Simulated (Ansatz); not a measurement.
The system is HfB2.

```
Hf B
1.0
     3.14000    0.00000    0.00000
    -1.57000    2.71932    0.00000
     0.00000    0.00000    3.48000
Hf B
1 2
Cartesian
  0.0000 0.0000 0.0000
  1.5700 0.9064 1.7400
  0.0000 1.8129 1.7400
```

Below is the output of Ansatz 0.2.0 for this cell. Logs are shortened: lines on timing, memory, paths and dates and some standing lists are left out, and cuts for length are marked.

```text
Warning: RAYON_NUM_THREADS=2 ignored (pool sized by the plan → 2); use --threads N
scf.n_extra_bands = 7 over 16 filled bands (N_el = 32.0): the run solves 23 bands
Engine: ansatz 0.2.0, x86_64-unknown-linux-gnu
Pseudopotentials: kind: paw
Pseudopotential: Hf, paw, valence charge 26, recommended cutoff 420 eV (normal), Hf.paw.azcp
Pseudopotential: B, paw, valence charge 3, recommended cutoff 420 eV (normal), B.paw.azcp
Functional definition: RPBE
  parameter kappa = 0.804
  parameter beta = 0.06672455060314922
  exchange = rpbe_x(kappa = kappa, mu = beta*pi^2/3)
  correlation = pbe_c(beta = beta)
Crystal: 3 atoms, lattice volume = 29.715 Å³
Basis set: ecut = 420 eV, 563 PW (Γ), exchange–correlation on 48×48×48 points (8 copies of the dense FFT grid, shifted against one another)
Bands: 23, of which v1, the nominal top of the filled ones, is band 16 counted from 1 (15 counted from 0)
Symmetry: 24 space group operations
Space group: P6/mmm (ITA 191), of the structure as read, at distance tolerance 3.1e-5 Å
k-points: 70 of 800
Non-local potential: Hf, projectors of the file, l = 0: 3, l = 1: 2, l = 2: 2, l = 3: 3
Non-local potential: B, projectors of the file, l = 0: 2, l = 1: 2, l = 2: 1
PAW form: soft (Blöchl's): semilocal exchange-correlation on the pseudo side does not see the compensation charge
PAW frozen core: Hf, regenerated for the run's functional, and the local potential with it (the file was generated under x = pbe(κ = 0.804, μ = 0.2195149727645171), c = pbe(β = 0.06672455060314922))
PAW frozen core: B, regenerated for the run's functional, and the local potential with it (the file was generated under x = pbe(κ = 0.804, μ = 0.2195149727645171), c = pbe(β = 0.06672455060314922))
PAW one-centre angular grid: Hf, 590 points (default); XC on 64 Gauss nodes
PAW one-centre angular grid: B, 110 points (default); XC on 64 Gauss nodes
Initial density: superposition of atomic densities (neutral atoms: chi_scale 0, normalization atom), corrected by the library's trained network
Initial wavefunctions: pseudopotential atomic-orbital guess
Functional: x = rpbe, c = pbe(β = 0.06672455060314922)
SCF iter   1: F=—  HF=-16050.730520 eV  |F-HF|=—  |Δ(HF+E_count)|=         —  Δρ=3.01e-3  dr2=2.66e-3  ethr=1.77e-3  ⟨swp⟩=4.8  Hψ=6403  notcnv=0  defer=14
preconditioner: auto → none  [insulator: Δε(μ)=0.297 eV  Ē_g=19.414 eV  σ=0.050 eV  W_gap=0.77  n_scr=8 (ndim 8)  ℏωp=37.3 eV  f_vac=0.000  D(μ)=0.31/eV (n_scr^D=0)  ε∞_Penn≈4.7]
SCF iter   2: F=—  HF=-16050.729701 eV  |F-HF|=—  |Δ(HF+E_count)|=   8.19e-4  Δρ=1.30e-3  dr2=3.88e-4  ethr=8.32e-6  ⟨swp⟩=1.9  Hψ=2396  notcnv=0  defer=47
SCF iter   3: F=—  HF=-16050.729598 eV  |F-HF|=—  |Δ(HF+E_count)|=   1.03e-4  Δρ=1.28e-4  dr2=1.79e-6  ethr=1.21e-6  ⟨swp⟩=2.0  Hψ=1931  notcnv=0  defer=47
SCF iter   4: F=—  HF=-16050.729625 eV  |F-HF|=—  |Δ(HF+E_count)|=   2.73e-5  Δρ=5.18e-5  dr2=4.27e-7  ethr=5.59e-9  ⟨swp⟩=2.1  Hψ=2649  notcnv=0  defer=47
iter 5 did not close the SCF: its close was put off for the readings that it lacked (scf_convergence_deferred on its scf_iter line)
SCF iter   5: F=-16050.729625 eV  HF=-16050.729625 eV  |F-HF|=3.81e-8  |Δ(HF+E_count)|=   1.69e-7  Δρ=1.76e-5  dr2=4.33e-8  ethr=1.33e-9  ⟨swp⟩=2.0  Hψ=2610  notcnv=0  defer=47
SCF iter   6: F=-16050.729625 eV  HF=-16050.729625 eV  |F-HF|=4.29e-9  |Δ(HF+E_count)|=   3.46e-9  Δρ=6.34e-6  dr2=5.39e-9  ethr=1.35e-10  ⟨swp⟩=8.6  Hψ=10041  notcnv=0
SCF 1 converged in 6 iterations: F = -16050.729625 eV  dr2 = 5.39e-9
  greatest PAW one-centre occupation: 0.998 electrons in one spin orbital (limit 2), on the Hf atom at site 0 (counted from 0), in its partial waves of l = 0
NSCF: frozen V_eff on 129 k-points
SCF converged after 6 iterations
Free energy (F): -16050.729625 eV
Harris-Foulkes:  -16050.729625 eV  (|F-HF|=4.29e-9)
Internal energy: -16050.727019 eV  (E = F + TS)
E sigma→0 (E₀):  -16050.728322 eV
Entropy (-TS):   -0.002606 eV (-0.869 meV/atom)
Fermi energy:    20.532916 eV
--- Per-component energies (eV) ---
  E_band       = 131.284497
  E_kinetic    = 525.836685
  E_local      = -5274.005047  (includes V_loc(G=0)·N_el)
  E_nonlocal   = -1224.191754
  E_hartree    = 2515.868779
  E_xc         = -367.509284
  E_vxc        = -346.286934  (∫ρ·V_xc dr)
  E_paw        = -7099.516696  (= ΣΔE_a)
  E_vpaw       = 1418.195808  (= ΣTr[D̂ρ^β])
  E_aug_tail   = -0.000007  (compensation charges beyond the density's cutoff)
  E_ewald      = -5127.002568
  E_core_change = -0.207127  (= ΣΔE_core)
  E_smearing   = -0.002606  (= −TS)
  E_closure    = -0.000000  (closes the sum)
  Σ components = -16050.729625   (vs F -16050.729625, Δ=0.00e0)
--- Forces (eV/Å), atoms counted from 1 ---
  atom   1  Hf    -0.00000000     0.00000000     0.00000000
  atom   2  B     -0.00000000     0.00000000     0.00000000
  atom   3  B      0.00000000    -0.00000000     0.00000000
  max |Σ_I F_I| component: 5.55e-17 eV/Å
--- Stress (GPa, compression-positive) ---
        5.529092      -0.000000       0.000000
        0.000000       5.529092       0.000000
        0.000000       0.000000       5.765774
  P = ⅓ Tr σ = 5.6080 GPa (56.080 kbar)
--- Band table (eV; the first three rows and the last of 70) ---
  k-point 0: bands = ["-41.2053", "-10.0580", "-9.5837", "-9.5837", "6.8126", "8.8368", "8.8525", "8.8686", "8.8686", "8.8703", "8.8703", "8.9621", "17.6086", "17.7095", "17.7095", "17.8589", "24.6450", "24.6450", "25.2812", "25.2812", "25.6072", "25.6310", "25.6310"]
  k-point 1: bands = ["-41.2043", "-10.0993", "-9.5807", "-9.5807", "7.0563", "8.8346", "8.8525", "8.8672", "8.8672", "8.8717", "8.8717", "8.9621", "16.1105", "17.8699", "17.8699", "19.2769", "23.3001", "23.3001", "24.7633", "24.7633", "25.6261", "27.3582", "27.3582"]
  k-point 2: bands = ["-41.2018", "-10.1973", "-9.5735", "-9.5735", "7.7278", "8.8324", "8.8524", "8.8596", "8.8596", "8.8793", "8.8793", "8.9622", "14.4658", "18.3330", "18.3330", "20.7826", "22.0090", "22.0090", "23.5717", "23.5717", "25.6752", "28.1323", "29.7399"]
  k-point 69: bands = ["-41.1447", "-10.1384", "-10.1355", "-9.9958", "8.8398", "8.8512", "8.8614", "8.8667", "8.8689", "8.8837", "8.9349", "10.9996", "12.0039", "15.1370", "17.2991", "17.4043", "25.1284", "26.1708", "27.0860", "27.6139", "27.8116", "28.4437", "29.6977"]
```

**Question.** What input gives this log?

**Answer.** Band structure with RPBE, no spin polarisation. The files as run (others can give the same):

input.yaml
```yaml
crystal:
  lattice:
    - [3.14, 0.0, 0.0]
    - [-1.57, 2.7193197679, 0.0]
    - [0.0, 0.0, 3.48]
  atoms:
    - { symbol: Hf, position: [0.0, 0.0, 0.0] }
    - { symbol: B, position: [0.6666666667, 0.3333333333, 0.5] }
    - { symbol: B, position: [0.3333333333, 0.6666666667, 0.5] }
hamiltonian:
  xc: rpbe
  pseudopotentials: { kind: paw }
kpoints:
  mp_grid: { grid: [10, 10, 8] }
  band_path:
    path:
      - [[0.0, 0.0, 0.0], [0.5, 0.0, 0.0], [0.3333333333, 0.3333333333, 0.0], [0.0, 0.0, 0.0], [0.0, 0.0, 0.5], [0.5, 0.0, 0.5], [0.3333333333, 0.3333333333, 0.5], [0.0, 0.0, 0.5]]
      - [[0.5, 0.0, 0.5], [0.5, 0.0, 0.0]]
      - [[0.3333333333, 0.3333333333, 0.0], [0.3333333333, 0.3333333333, 0.5]]
    npoints: 14
scf:
  occupations: { method: fermi_dirac, width: 0.05 }
  n_extra_bands: 7
output:
  forces: true
  stress: true
  eigenvalues: true
  fatbands: false
  write_density: true
  write_potential: true
  elf: true
  volumetric_format: npy
```

Potentials or basis: Ansatz PAW.
Command:
```console
$ ansatz run input.yaml --threads 2 --pin off --max-ram 5632MiB --backend cpu --events-out ev --progress --plain --runs-dir out
```

Caveat: spin-orbit coupling is left out, which moves the levels of the heavy elements; the PAW data sets come from PBE, with cores solved anew for the run's functional, which leaves a small shift of forces and pressure.
